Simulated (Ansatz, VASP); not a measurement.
# RbBr in VASP and in Ansatz

```
Rb Br
1.0
     0.00000    3.50760    3.50760
     3.50760    0.00000    3.50760
     3.50760    3.50760    0.00000
Rb Br
1 1
Direct
  0.00000 0.00000 0.00000
  0.50000 0.50000 0.50000
```

Alike in both runs: task electric field gradients; functional PBE; k mesh 9 × 9 × 9; occupations fermi-dirac, width 0.05 eV; no spin polarisation.

|  | VASP | Ansatz |
| --- | --- | --- |
| version | VASP 6.6.1 | Ansatz 0.2.0 |
| potentials or method | VASP PAW PBE potentials, release 64 (Rb_sv, Br), cutoff 520 eV | all-electron PAW with datasets made for the crystal, scalar-relativistic |

|  | VASP | Ansatz | Ansatz less VASP |
| --- | --- | --- | --- |
| gap on the k mesh at the Fermi level (eV) | 4.19 | 4.19 | +0.002 |
| pressure (GPa) | 0.0 | 0.0 | -0.02 |
| Vzz of the field gradient on the site that differs most (V/Å²) | 0.0 | 0.0 | 0.00 |

Ansatz ran all-electron here, so the differences hold the error of VASP's frozen core and of both bases. Ansatz warned: «gradients_without_spin_orbit».

Caveats: an odd mesh through Γ misses points on the zone boundary, where band edges often lie. A hybrid or GW would open this gap; PBE tends to underestimate it.
